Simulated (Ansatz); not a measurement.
## Computed frozen-phonon scan: ZrO2 (tetragonal-ZrO2 type, space group P4_2/nmc)

Relaxed ZrO2 (tetragonal-ZrO2 type, space group P4_2/nmc):

```xyz
6
Lattice="3.6210 0.0000 0.0000 0.0000 3.6210 0.0000 0.0000 0.0000 5.2828" Properties=species:S:1:pos:R:3 pbc="T T T"
Zr     0.0000     0.0000     0.0000
Zr     1.8105     1.8105     2.6414
O      0.0000     1.8105     1.0184
O      0.0000     1.8105     3.6598
O      1.8105     0.0000     1.6230
O      1.8105     0.0000     4.2644
```

The atoms are displaced by Q × the pattern below (from a DFPT mode at Γ, largest move 1; Q in Å), at fixed cell.

| atom | x | y | z |
|---|---|---|---|
| Zr1 | 0.000 | 0.000 | -0.351 |
| Zr2 | 0.000 | 0.000 | -0.351 |
| O3 | 0.000 | 0.000 | 1.000 |
| O4 | 0.000 | 0.000 | 1.000 |
| O5 | 0.000 | 0.000 | 1.000 |
| O6 | 0.000 | 0.000 | 1.000 |

These are PBE (plane waves to 420 eV, PAW, scalar-relativistic; Ansatz, a program for electronic structure) values and carry that method's errors. k mesh 9×9×6 (Γ-centred), Fermi-Dirac smearing 0.05 eV. E stands for the smeared free energy. Stress and pressure are positive under compression. This is a high-temperature form of ZrO2. ZrO2 is run without spin polarisation. ZrO2 was relaxed with its symmetry unable to fall. The zero of ΔE is the undisplaced structure.

```tsv
Q (Å)	ΔE (meV/cell)	−dE/dQ from forces (eV/Å)	P (GPa)
-0.280	1174	7.928	12.5
-0.233	831	6.782	8.8
-0.187	542	5.595	5.7
-0.140	310	4.327	3.2
-0.093	140	2.960	1.4
-0.047	35	1.505	0.4
0.000	0	0.000	0.0
0.047	35	-1.505	0.4
0.093	140	-2.960	1.4
0.140	310	-4.327	3.2
0.187	542	-5.595	5.7
0.233	831	-6.782	8.8
0.280	1174	-7.928	12.5
```

Derived quantities:

- Energy at Q = 0.280 Å: 1174 meV/cell
- Space group of the distorted cell: P4_2mc (No. 105), lowered from P4_2/nmc
- Symmetry of the curve: even: the same for both signs
- Shape of the curve: a single well with its minimum at or next to zero displacement
- Harmonic wavenumber from the curvature (finite differences): 319 cm⁻¹
- Wavenumber by perturbation theory (DFPT, on another k mesh): 319 cm⁻¹

The 13 points together took very roughly 2.7 core-minutes.

(A displaced cell: forces are minus the slopes of the energy, force constants its curvatures, and phonons follow from these.)
